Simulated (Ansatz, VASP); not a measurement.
One calculation of Rh, two programs

```
Rh
1.0
     0.00000    1.99932    1.85077
     1.99932    0.00000    1.85077
     1.99932    1.99932    0.00000
Rh
1
Direct
  0.00000 0.00000 0.00000
```

Alike in both runs: task single point; functional PBE; k mesh 22 × 22 × 22; occupations gaussian, width 0.15 eV; no spin polarisation.

|  | VASP | Ansatz |
| --- | --- | --- |
| version | VASP 6.6.1 | Ansatz 0.2.0 |
| potentials or method | VASP PAW PBE potentials, release 64 (Rh_pv) | scalar-relativistic, plane waves, PAW |
| plane-wave cutoff (eV) | 520 | 420 |
| valence electrons in the cell | 15 | 17 |

```tsv
	VASP	Ansatz	Ansatz less VASP
gap on the k mesh at the Fermi level (eV)	none	none	-
pressure (GPa)	-10.9	-10.8	+0.09
largest component of the traceless stress (GPa)	9.21	9.25	+0.031
```

A gap of «none» marks a metal or a gap that the smearing closes. The functional is the same, so the differences come from potentials, cutoffs and numerics. The two sets of potentials don't hold the same shells in valence.
